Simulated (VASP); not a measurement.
# TiC (P-6m2) in VASP: further runs, part 2 of 3

VASP 6.6.1. Earlier steps stand in the parts before.

## Step 3: Band structure, B3LYP

The input, POSCAR:

```
TiC
1.0
    3.0420900000      0.0000000000      0.0000000000
   -1.5210400000      2.6345200000      0.0000000000
    0.0000000000      0.0000000000      2.6979700000
Ti C
1 1
Direct
    0.0000000000      0.0000000000      0.5000000000
    0.3333300000      0.6666700000      0.0000000000
```

The input, INCAR.step1:

```
SYSTEM = TiC
ALGO = Normal ; EDIFF = 1E-5
ENCUT = 520 ; GGA = PE
ISIF = 2 ; ISMEAR = -1
LASPH = .TRUE. ; LCHARG = .FALSE.
LMAXMIX = 4 ; LREAL = .FALSE.
LWAVE = .TRUE. ; NBANDS = 15
NELM = 100 ; PREC = Accurate
SIGMA = 0.05
```

The input, INCAR.step2:

```
SYSTEM = TiC
AEXX = 0.2 ; AGGAC = 0.81
AGGAX = 0.72 ; ALDAC = 0.19
ALGO = Normal ; EDIFF = 1E-6
ENCUT = 520 ; GGA = B3
HFRCUT = -1 ; ISIF = 2
ISMEAR = -1 ; ISTART = 1
LASPH = .TRUE. ; LCHARG = .FALSE.
LHFCALC = .TRUE. ; LMAXMIX = 4
LREAL = .FALSE. ; LWAVE = .FALSE.
NBANDS = 15 ; NELM = 100
PREC = Accurate ; PRECFOCK = Normal
SIGMA = 0.05
```

The input, KPOINTS:

```
k-points
0
G
  5 5 5
  0 0 0
```

The input, KPOINTS_OPT:

```
path GMKGALHA,LM,KH
10
line-mode
reciprocal
 0.0000000000  0.0000000000  0.0000000000  G
 0.5000000000  0.0000000000  0.0000000000  M

 0.5000000000  0.0000000000  0.0000000000  M
 0.3333333333  0.3333333333  0.0000000000  K

 0.3333333333  0.3333333333  0.0000000000  K
 0.0000000000  0.0000000000  0.0000000000  G

 0.0000000000  0.0000000000  0.0000000000  G
 0.0000000000  0.0000000000  0.5000000000  A

 0.0000000000  0.0000000000  0.5000000000  A
 0.5000000000  0.0000000000  0.5000000000  L

 0.5000000000  0.0000000000  0.5000000000  L
 0.3333333333  0.3333333333  0.5000000000  H

 0.3333333333  0.3333333333  0.5000000000  H
 0.0000000000  0.0000000000  0.5000000000  A

 0.5000000000  0.0000000000  0.5000000000  L
 0.5000000000  0.0000000000  0.0000000000  M

 0.3333333333  0.3333333333  0.0000000000  K
 0.3333333333  0.3333333333  0.5000000000  H
```

Potentials or basis: VASP PAW PBE potentials, release 64 (Ti_sv, C).

Run with:

```bash
$ cat potpaw_PBE.64/Ti_sv/POTCAR potpaw_PBE.64/C/POTCAR > POTCAR
$ cp INCAR.step1 INCAR
$ mpirun -np 1 vasp_std > vasp.out
$ cp INCAR.step2 INCAR
$ mpirun -np 1 vasp_std > vasp.out
```

OUTCAR:

```text
SYSTEM = TiC
   AEXX = 0.2
   EDIFF = 1E-6
   ENCUT = 520
   GGA = B3
   ISIF = 2
   ISMEAR = -1
   ISTART = 1
   LASPH = .TRUE.
   LHFCALC = .TRUE.
   LREAL = .FALSE.
   NELM = 100
   PREC = Accurate
   PRECFOCK = Normal

 ion  position               nearest neighbor table
   1  0.000  0.000  0.500-   2 2.21   2 2.21   2 2.21   2 2.21   2 2.21   2 2.21
   2  0.333  0.667  0.000-   1 2.21   1 2.21   1 2.21   1 2.21   1 2.21   1 2.21

  LATTYP: Found a hexagonal cell.
 ALAT       =     3.0420900000
 C/A-ratio  =     0.8868804013

  Lattice vectors:

 A1 = (   3.0420900000,   0.0000000000,   0.0000000000)
 A2 = (  -1.5210400000,   2.6345200000,   0.0000000000)
 A3 = (   0.0000000000,   0.0000000000,   2.6979700000)

Analysis of symmetry for initial positions (statically):
=====================================================================
 Subroutine PRICEL returns:
 Original cell was already a primitive cell.

 Routine SETGRP: Setting up the symmetry group for a
 hexagonal supercell.

 Subroutine GETGRP returns: Found  4 space group operations
 (whereof  4 operations were pure point group operations)
 out of a pool of 24 trial point group operations.

The static configuration has the point symmetry C_2v.

Analysis of symmetry for dynamics (positions and initial velocities):
=====================================================================
 Subroutine PRICEL returns:
 Original cell was already a primitive cell.

 Routine SETGRP: Setting up the symmetry group for a
 hexagonal supercell.

 Subroutine GETGRP returns: Found  4 space group operations
 (whereof  4 operations were pure point group operations)
 out of a pool of 24 trial point group operations.

The dynamic configuration has the point symmetry C_2v.

 Subroutine INISYM returns: Found  4 space group operations
 (whereof  4 operations are pure point group operations),
 and found     1 'primitive' translations

----------------------------------------------------------------------------------------

                                     Primitive cell

  volume of cell :      21.6227

  direct lattice vectors                    reciprocal lattice vectors
     3.042090000  0.000000000  0.000000000     0.328721372  0.189787269  0.000000000
    -1.521040000  2.634520000  0.000000000     0.000000000  0.379575786  0.000000000
     0.000000000  0.000000000  2.697970000     0.000000000  0.000000000  0.370649044

  length of vectors
     3.042090000  3.042081247  2.697970000     0.379574694  0.379575786  0.370649044

  position of ions in fractional coordinates (direct lattice)
     0.000000000  0.000000000  0.500000000
     0.333330000  0.666670000  0.000000000

  ion indices of the primitive-cell ions
   primitive index   ion index
                 1           1
                 2           2

----------------------------------------------------------------------------------------

 KPOINTS: k-points

Automatic generation of k-mesh.
 Grid dimensions read from file:
 generate k-points for:    5    5    5

 Generating k-lattice:

[... 44 lines left out ...]
   number of dos      NEDOS =    301   number of ions     NIONS =      2
   total plane-waves  NPLWV =  11520
   dimension x,y,z NGX =    24 NGY =   24 NGZ =   20
   dimension x,y,z NGXF=    48 NGYF=   48 NGZF=   40
   ions per type =               1   1
   NGX,Y,Z   is equivalent  to a cutoff of  13.12, 13.12, 12.32 a.u.
   NGXF,Y,Z  is equivalent  to a cutoff of  26.23, 26.23, 24.65 a.u.
 SYSTEM =  TiC
   PREC   = accura    normal or accurate (medium, high low for compatibility)
   ISTART =      1    job   : 0-new  1-cont  2-samecut
   ICHARG =      0    charge: 1-file 2-atom 10-const
   ISPIN  =      1    spin polarized calculation?
   LNONCOLLINEAR =      F non collinear calculations
   LSORBIT =      F    spin-orbit coupling
   LASPH  =      T    aspherical Exc in radial PAW
   ENCUT  =  520.0 eV  38.22 Ry    6.18 a.u.   5.66  5.66  5.02*2*pi/ulx,y,z
   NELM   =    100;   NELMIN=  2; NELMDL=  0     # of ELM steps
   EDIFF  = 0.1E-05   stopping-criterion for ELM
   LREAL  =      F    real-space projection
   EDIFFG = 0.1E-04   stopping-criterion for IOM
   NSW    =      0    number of steps for IOM
   IBRION =     -1    ionic relax: 0-MD 1-quasi-New 2-CG
   NFREE  =      0    steps in history (QN), initial steepest desc. (CG)
   ISIF   =      2    stress and relaxation
   ISYM   =      3    0-nonsym 1-usesym 2-fastsym
   POTIM  = 0.5000    time-step for ionic-motion
   TEBEG  =    0.0;   TEEND  =   0.0 temperature during run
   PSTRESS=    0.0 pullay stress
   NELECT =      16.0000    total number of electrons
   NUPDOWN=      -1.0000    fix difference up-down
   EMIN   =  10.00;   EMAX   =-10.00  energy-range for DOS
   EFERMI =   0.00;   METHOD = LEGACY
   ISMEAR =    -1;   SIGMA  =   0.05  broadening in eV -4-tet -1-fermi 0-gaus
   EFERMI_NEDOS =   21; number of points for ismear=-14 and -15
   IALGO  =     38    algorithm
   IMIX   =      1    mixing-type and parameters
     AMIX     =   0.40;   BMIX     =  1.00
     AMIX_MAG =   1.60;   BMIX_MAG =  1.00
  volume/ion in A,a.u.               =      10.81        72.96
  Fermi-wavevector in a.u.,A,eV,Ry     =   1.480737  2.798187 29.831891  2.192582
  Thomas-Fermi vector in A             =   2.594734
   LORBIT       =      0    0 simple, 1 ext, 2 COOP (PROOUT), +10 PAW based schemes
   GGA     = B3    functional components
   LHFCALC =     T    Hartree Fock is set to
   PRECFOCK=normal    Normal, Fast or Accurate (Low or Medium for compatibility)
   ENCUT4O =  -1.0   cutoff for four orbital integrals eV
   NKREDX  =     1    reduce k-point grid by
   NKREDY  =     1    reduce k-point grid by
   NKREDZ  =     1    reduce k-point grid by
   AEXX    =    0.2000 exact exchange contribution
   HFSCREEN=    0.0000 screening length (either q_TF or 0.3 A-1)
   HFSCREENC=   0.0000 screening length for correlation (either q_TF or 0.3 A-1)
   ENCUTFOCK=  -1.0 apply spherical cutoff to Coloumb kernel
   IVDW    =     0    specifies the selected vdW correction
   LEPSILON=     F    determine dielectric tensor
   LRPA    =     F    only Hartree local field effects (RPA)
 non-spin polarized calculation
  energy-cutoff  :      520.00
  volume of cell :       21.62
 maximum number of plane-waves:       592
  NGX = 18; NGY = 18; NGZ = 16

 number of electron      16.0000003 magnetization

 Free energy of the ion-electron system (eV)
  ---------------------------------------------------
  ext. energy  EPLUGINS =         0.00000000
  ---------------------------------------------------
  free energy    TOTEN  =       -19.66445931 eV

  energy without entropy =      -19.66433211  energy(sigma->0) =      -19.66439571

 E-fermi :   8.6987     XC(G=0):  -9.7849

 val. band max:        8.3479797624   @ k =  -0.4000   0.4000   0.0000
 cond. band min:       9.0173051966   @ k =  -0.2000   0.4000   0.0000
 fundamental gap:      0.6693254342
 Fermi energy:         8.6987215688

 k-point     1 :       0.0000    0.0000    0.0000
  band No.  band energies     occupation
      1     -51.8905      2.00000
      2     -26.8569      2.00000
      3     -26.8569      2.00000
      4     -26.4112      2.00000
      5      -4.8376      2.00000
      6       6.5579      2.00000
      7       6.5580      2.00000
      8       7.4885      2.00000
      9      11.7701      0.00000
     10      12.9082      0.00000
     11      12.9083      0.00000
     12      15.5685      0.00000
     13      15.5686      0.00000
     14      17.4951      0.00000
[... 401 lines left out ...]
      2     -27.0581      2.00000
      3     -27.0455      2.00000
      4     -26.8834      2.00000
      5      -1.6206      2.00000
      6       4.1276      2.00000
      7       5.0004      2.00000
      8       7.0688      2.00000
      9      10.2001      0.00000
     10      12.6774      0.00000
     11      14.2920      0.00000
     12      14.5682      0.00000
     13      16.7658      0.00000
     14      21.0633      0.00000
     15      23.5568      0.00000

 [... further k-points ...]
[... 5 lines left out ...]
  --------------------------------------------------------------------------------------
  -------------------------------------------------------------------------------------
  Total        0.5595713      0.5595152     -0.7255472     -0.0000449      0.0000000      0.0000000
  in kB       41.4624883     41.4583260    -53.7607810     -0.0033292      0.0000000      0.0000000
  external PRESSURE =       9.7200111 kB  Pullay stress =       0.0000000 kB

 VOLUME and BASIS-vectors are now :
 -----------------------------------------------------------------------------
  energy-cutoff  :      520.00
  volume of cell :       21.62
      direct lattice vectors                 reciprocal lattice vectors
     3.042090000  0.000000000  0.000000000     0.328721372  0.189787269  0.000000000
    -1.521040000  2.634520000  0.000000000     0.000000000  0.379575786  0.000000000
     0.000000000  0.000000000  2.697970000     0.000000000  0.000000000  0.370649044

 POSITION                                       TOTAL-FORCE (eV/Angst)
 -----------------------------------------------------------------------------------
      0.00000      0.00000      1.34899        -0.000138      0.000080      0.000000
     -0.00001      1.75636      0.00000         0.000138     -0.000080      0.000000
 -----------------------------------------------------------------------------------
    total drift:                                0.000042      0.000076      0.000000

  FREE ENERGIE OF THE ION-ELECTRON SYSTEM (eV)
  ---------------------------------------------------
  free  energy   TOTEN  =       -19.6644593070 eV

  energy  without entropy=      -19.6643321068  energy(sigma->0) =      -19.66439571
```

Run time: 39 min. Hardware: 1 thread of AMD EPYC 9R45 (Zen 5), shared host; peak memory 0.14 GiB.

Results:

| Quantity | Value |
| --- | --- |
| Free energy | -19.6645 eV |
| Pressure | 1.0 GPa |
| Band gap along the path | none (metal or under the smearing width) |

Stress tensor (GPa, compression positive):
```
 4.15  0.00  0.00
 0.00  4.15  0.00
 0.00  0.00 -5.38
```

Levels at the corners of the path, in eV from the Fermi level:
```csv
point,band 5,band 6,band 7,band 8,band 9,band 10,band 11,band 12
Γ,-13.54,-2.14,-2.14,-1.21,3.07,4.21,4.21,6.87
M,-11.01,-5.70,-0.75,-0.71,-0.10,3.82,4.49,4.79
M,-11.01,-5.70,-0.75,-0.71,-0.10,3.82,4.49,4.79
K,-10.65,-4.33,-3.82,-0.55,2.79,3.14,3.21,4.47
K,-10.65,-4.33,-3.82,-0.55,2.79,3.14,3.21,4.47
Γ,-13.54,-2.14,-2.14,-1.21,3.07,4.21,4.21,6.87
Γ,-13.54,-2.14,-2.14,-1.21,3.07,4.21,4.21,6.87
A,-10.21,-6.43,-0.97,-0.97,1.97,1.97,5.69,5.69
A,-10.21,-6.43,-0.97,-0.97,1.97,1.97,5.69,5.69
L,-10.16,-4.75,-3.23,-2.94,2.47,4.35,5.44,6.61
L,-10.16,-4.75,-3.23,-2.94,2.47,4.35,5.44,6.61
H,-9.93,-5.31,-4.46,-0.94,2.12,5.16,5.76,6.51
H,-9.93,-5.31,-4.46,-0.94,2.12,5.16,5.76,6.51
A,-10.21,-6.43,-0.97,-0.97,1.97,1.97,5.69,5.69
L,-10.16,-4.75,-3.23,-2.94,2.47,4.35,5.44,6.61
M,-11.01,-5.70,-0.75,-0.71,-0.10,3.82,4.49,4.79
K,-10.65,-4.33,-3.82,-0.55,2.79,3.14,3.21,4.47
H,-9.93,-5.31,-4.46,-0.94,2.12,5.16,5.76,6.51
```

Caveat: the k mesh is coarse (spacing up to 0.48 Å⁻¹), so the values aren't converged, least of all with exact exchange; the PAW data sets were made with another functional, which shifts forces and pressure a little.

## Step 4: Band structure, revTPSS

The input, INCAR:

```
PREC     = Accurate       # precision mode
ENCUT    = 520            # plane-wave cutoff, eV
EDIFF    = 1E-7           # SCF threshold, eV
ISMEAR   = -1             # smearing method
SIGMA    = 0.05           # smearing width, eV
LREAL    = F              # projectors in reciprocal space
LASPH    = T              # aspherical terms in the spheres
NELM     = 80             # most SCF steps
ALGO     = Normal         # electronic algorithm
ISIF     = 2              # what is computed and relaxed
LWAVE    = F              # write WAVECAR
LCHARG   = F              # write CHGCAR
LMAXMIX  = 4              # l up to which the mixer works
METAGGA  = RTPSS          # meta-GGA
LMIXTAU  = T            
NBANDS   = 15             # bands
```

The input, KPOINTS:

```
Automatic mesh
0
Gamma
  10 10 10
```

POSCAR is that of step 3.

Changes to KPOINTS_OPT since step 3:

```diff
@@ -1,3 +1,3 @@
 path GMKGALHA,LM,KH
-10
+20
 line-mode
```

Potentials or basis: VASP PAW PBE potentials, release 64 (Ti_sv, C).

Run with:

```bash
$ cat potpaw_PBE.64/Ti_sv/POTCAR potpaw_PBE.64/C/POTCAR > POTCAR
$ mpirun -np 1 vasp_std > vasp.out
```

OUTCAR:

```text
PREC = Accurate
   ENCUT = 520
   EDIFF = 1E-7
   ISMEAR = -1
   LREAL = F
   LASPH = T
   NELM = 80
   ISIF = 2
   METAGGA = RTPSS

 ion  position               nearest neighbor table
   1  0.000  0.000  0.500-   2 2.21   2 2.21   2 2.21   2 2.21   2 2.21   2 2.21
   2  0.333  0.667  0.000-   1 2.21   1 2.21   1 2.21   1 2.21   1 2.21   1 2.21

  LATTYP: Found a hexagonal cell.
 ALAT       =     3.0420900000
 C/A-ratio  =     0.8868804013

  Lattice vectors:

 A1 = (   3.0420900000,   0.0000000000,   0.0000000000)
 A2 = (  -1.5210400000,   2.6345200000,   0.0000000000)
 A3 = (   0.0000000000,   0.0000000000,   2.6979700000)

Analysis of symmetry for initial positions (statically):
=====================================================================
 Subroutine PRICEL returns:
 Original cell was already a primitive cell.

 Routine SETGRP: Setting up the symmetry group for a
 hexagonal supercell.

 Subroutine GETGRP returns: Found  4 space group operations
 (whereof  4 operations were pure point group operations)
 out of a pool of 24 trial point group operations.

The static configuration has the point symmetry C_2v.
[... 165 lines left out ...]
 fundamental gap:      0.0385138651
 Fermi energy:         8.6764130277

 k-point     1 :       0.0000    0.0000    0.0000
  band No.  band energies     occupation
      1     -48.9473      2.00000
      2     -24.5287      2.00000
      3     -24.5287      2.00000
      4     -24.0758      2.00000
      5      -3.6678      2.00000
      6       7.0507      2.00000
      7       7.0507      2.00000
      8       7.6801      2.00000
      9      11.0286      0.00000
     10      12.1128      0.00000
     11      12.1128      0.00000
     12      14.4574      0.00000
     13      14.4575      0.00000
     14      16.0084      0.00000
[... 401 lines left out ...]
      2     -24.8155      2.00000
      3     -24.6390      2.00000
      4     -24.0377      2.00000
      5      -1.9098      2.00000
      6       4.6341      2.00000
      7       7.2686      2.00000
      8       8.7814      0.21810
      9       8.8656      0.04446
     10      11.6560      0.00000
     11      12.2382      0.00000
     12      12.8273      0.00000
     13      15.1689      0.00000
     14      19.7660      0.00000
     15      23.4728      0.00000

 [... further k-points ...]
[... 5 lines left out ...]
  --------------------------------------------------------------------------------------
  -------------------------------------------------------------------------------------
  Total       -0.1864532     -0.1865347     -0.1499546     -0.0000718      0.0000000      0.0000000
  in kB      -13.8156028    -13.8216386    -11.1111647     -0.0053189      0.0000000      0.0000000
  external PRESSURE =     -12.9161354 kB  Pullay stress =       0.0000000 kB

 VOLUME and BASIS-vectors are now :
 -----------------------------------------------------------------------------
  energy-cutoff  :      520.00
  volume of cell :       21.62
      direct lattice vectors                 reciprocal lattice vectors
     3.042090000  0.000000000  0.000000000     0.328721372  0.189787269  0.000000000
    -1.521040000  2.634520000  0.000000000     0.000000000  0.379575786  0.000000000
     0.000000000  0.000000000  2.697970000     0.000000000  0.000000000  0.370649044

 POSITION                                       TOTAL-FORCE (eV/Angst)
 -----------------------------------------------------------------------------------
      0.00000      0.00000      1.34899        -0.000090      0.000052      0.000000
     -0.00001      1.75636      0.00000         0.000090     -0.000052      0.000000
 -----------------------------------------------------------------------------------
    total drift:                                0.000056      0.000057     -0.000000

  FREE ENERGIE OF THE ION-ELECTRON SYSTEM (eV)
  ---------------------------------------------------
  free  energy   TOTEN  =       -18.3000590734 eV

  energy  without entropy=      -18.2958169191  energy(sigma->0) =      -18.29793800
```

OSZICAR:

```text
N       E                     dE             d eps       ncg     rms          rms(c)
DAV:   1    -0.271574737470E+04   -0.27157E+04   -0.48373E+06  5594   0.912E+06
DAV:   2    -0.398129538945E+05   -0.37097E+05   -0.35792E+05 10896   0.598E+03
[... 26 lines left out ...]
       N       E                     dE             ncg
DAV:   1    -0.115614257275E+05   -0.11625E+06     5415
DAV:   2    -0.356383803080E+05   -0.24077E+05     5876
DAV:   3    -0.375681781349E+05   -0.19298E+04     8935
DAV:   4    -0.376362190863E+05   -0.68041E+02     6188
DAV:   5    -0.376380700374E+05   -0.18510E+01     6882
DAV:   6    -0.376381112685E+05   -0.41231E-01     6156
DAV:   7    -0.376381125306E+05   -0.12621E-02     7050
DAV:   8    -0.376381125722E+05   -0.41564E-04     5989
DAV:   9    -0.376381125737E+05   -0.15120E-05     5153
DAV:  10    -0.376381125738E+05   -0.66313E-07     4298
```

Run time: 6.1 min. Hardware: 1 thread of Intel Xeon Platinum 8259CL at 2.50GHz (Skylake/Cascade Lake), shared host; peak memory 0.22 GiB.

What came out:

```yaml
Free_energy: -18.3001 eV
Pressure: -1.3 GPa
Band_gap_along_the_path: none (metal or under the smearing width)
```

Stress tensor (GPa, compression positive):
```
-1.38  0.00  0.00
 0.00 -1.38  0.00
 0.00  0.00 -1.11
```

Levels at the corners of the path, in eV from the Fermi level:
```tsv
point	band 5	band 6	band 7	band 8	band 9	band 10	band 11	band 12
Γ	-12.34	-1.63	-1.63	-1.00	2.35	3.44	3.44	5.78
M	-9.95	-5.01	-0.81	-0.26	0.20	3.13	3.54	3.82
M	-9.95	-5.01	-0.81	-0.26	0.20	3.13	3.54	3.82
K	-9.64	-3.61	-3.46	-0.20	1.91	2.25	2.51	3.51
K	-9.64	-3.61	-3.46	-0.20	1.91	2.25	2.51	3.51
Γ	-12.34	-1.63	-1.63	-1.00	2.35	3.44	3.44	5.78
Γ	-12.34	-1.63	-1.63	-1.00	2.35	3.44	3.44	5.78
A	-9.25	-5.68	-0.47	-0.47	1.18	1.18	4.79	4.79
A	-9.25	-5.68	-0.47	-0.47	1.18	1.18	4.79	4.79
L	-9.13	-4.04	-2.69	-2.24	1.34	3.38	4.45	5.63
L	-9.13	-4.04	-2.69	-2.24	1.34	3.38	4.45	5.63
H	-8.92	-4.55	-3.77	-0.48	1.00	4.17	4.83	5.38
H	-8.92	-4.55	-3.77	-0.48	1.00	4.17	4.83	5.38
A	-9.25	-5.68	-0.47	-0.47	1.18	1.18	4.79	4.79
L	-9.13	-4.04	-2.69	-2.24	1.34	3.38	4.45	5.63
M	-9.95	-5.01	-0.81	-0.26	0.20	3.13	3.54	3.82
K	-9.64	-3.61	-3.46	-0.20	1.91	2.25	2.51	3.51
H	-8.92	-4.55	-3.77	-0.48	1.00	4.17	4.83	5.38
```

Caveat: the PAW data sets were made with another functional, which shifts forces and pressure a little.

[end of part 2 of 3]
